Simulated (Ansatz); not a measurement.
Runs of Ansatz 0.2.0 on WC (Qusongite). The structure is hexagonal, space group P-6m2 (No. 187). The conventional cell has a = 2.907 Å, b = 2.907 Å, c = 2.837 Å, α = 90.00°, β = 90.00°, γ = 120.00°. W (site symmetry -6m2) is surrounded by 6 C at 2.20 Å. C (site symmetry -6m2) is surrounded by 6 W at 2.20 Å. 

```csv
task,level,cell,k mesh,cutoff (eV),target pressure (GPa),share of exact exchange,mesh quality,gap on the mesh (eV),pressure (GPa)
relaxation of cell and atoms,PBE,relaxed to 2 GPa,10 × 10 × 9,420,2,-,not flagged,none,2.0
relaxation of cell and atoms,PBE,relaxed to 10 GPa,10 × 10 × 9,420,10,-,not flagged,none,10.0
single point,r2SCAN0 form with a typed share of exact exchange,as given,6 × 6 × 5,500,-,0.1,coarse,none,(a)
single point,r2SCAN0 form with a typed share of exact exchange,as given,6 × 6 × 5,500,-,0,coarse,none,1.7
relaxation of cell and atoms,PBE,relaxed to 20 GPa,10 × 10 × 9,420,20,-,not flagged,none,20.0
relaxation of cell and atoms,PBE,relaxed to 5 GPa,10 × 10 × 9,420,5,-,not flagged,none,5.0
relaxation of cell and atoms,PBE,relaxed,10 × 10 × 9,420,0,-,not flagged,none,0.0
relaxation of cell and atoms,PBE,relaxed to 30 GPa,10 × 10 × 9,420,30,-,not flagged,none,30.0
```

Alike in all rows: potentials or basis Ansatz PAW; no spin polarisation; smearing fermi-dirac 0.05 eV.

**Question.** Fill in the values left out.

**Answer.** (a) -1.4.

Caveats: some runs use coarse meshes; the plane-wave basis is chosen anew once the cell has moved, so the energies of steps on either side of that aren't comparable (some runs); the PAW data sets come from PBE, with cores solved anew for the run's functional, which leaves a small shift of forces and pressure (some runs); the thresholds are loose for stress (some runs).

A k mesh can miss the band edges, and the runs leave out spin-orbit coupling on W.

A gap of «none» marks a metal or a gap under the smearing width.
